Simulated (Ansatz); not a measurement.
Wires are cut from relaxed bulk MgO (Fm-3m, 9.62 Å³/atom, gap on the mesh 4.46 eV); atoms and period are relaxed, and energies count from that bulk.

These are results of DFT PBE, scalar-relativistic, plane waves, PAW (Ansatz 0.2.0), not measurements.

Cutoff 420 eV; k points 1×1×5 on the computed 8-atom cell (Γ-centred); Gaussian smearing, width 0.05 eV; no spin polarisation.

Start ([111] wire, 8 host atoms a period):

```xyz
8
Lattice="10.7000 0.0000 0.0000 0.0000 12.3000 0.0000 0.0000 0.0000 7.3676" Properties=species:S:1:pos:R:3 pbc="T T T"
Mg    6.2183    6.1500    0.0000
O     4.4817    6.1500    6.1397
Mg    4.4817    6.1500    2.4559
O     6.2183    6.1500    3.6838
Mg    5.3500    7.6539    4.9118
O     5.3500    4.6461    1.2279
Mg    5.3500    4.6461    4.9118
O     5.3500    7.6539    1.2279
```

Q: Give the relaxed structure and its energy.

A: The free energy falls by 1591 meV/atom. It ends far from its start (an atom moved by over half a bond, or the period changed much).

```
excess energy (eV per host atom)                      : 0.552
line energy (eV/Å)                                    : 1.137
period (Å)                                            : 3.881
gap on the mesh (eV)                                  : 3.15
highest filled level or Fermi level under vacuum (eV) : 5.17
```

Relaxed structure:
```
CELL_PARAMETERS angstrom
10.70000 0.00000 0.00000
0.00000 12.30000 0.00000
0.00000 0.00000 3.88148
ATOMIC_POSITIONS crystal
Mg 0.36621 0.50000 0.16664
O 0.35630 0.50000 0.66665
Mg 0.63379 0.50000 0.16669
O 0.64370 0.50000 0.66668
Mg 0.50000 0.61638 0.66667
O 0.50000 0.37501 0.16667
Mg 0.50000 0.38362 0.66667
O 0.50000 0.62499 0.16667
```

An odd mesh misses points on the zone edge, so a gap read on it can be too wide.

Each run keeps its start's symmetry and one magnetic start, so lower states can exist.

The run took 2.6 min on 4 threads of Arm Neoverse N1 (shared host), peak memory 1 GiB.